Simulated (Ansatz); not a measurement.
Here is an Ansatz 0.2.0 calculation.

input.yaml

```yaml
crystal:
  lattice:
    - [-1.9796595667, 1.9796595667, 1.9796595667]
    - [1.9796595667, -1.9796595667, 1.9796595667]
    - [1.9796595667, 1.9796595667, -1.9796595667]
  atoms:
    - { symbol: Pb, position: [0.0, 0.0, 0.0] }
hamiltonian:
  xc: pbe
  pseudopotentials: { kind: paw }
kpoints:
  mp_grid: { grid: [9, 9, 9] }
scf:
  occupations: { method: gaussian, width: 0.026 }
output:
  forces: true
  stress: true
  eigenvalues: true
  write_density: true
  write_potential: true
  elf: true
  volumetric_format: npy
```

Potentials or basis: Ansatz PAW.

Run with:

```sh
$ ansatz run input.yaml --threads 2 --pin off --max-ram 5632MiB --backend cpu --events-out ev --progress --plain --runs-dir out
```

(1) What does it give for the pressure?

(2) Predict the band gap on the k mesh.

Answers

(1) 0.7 GPa.

(2) none (metal or under the smearing width).
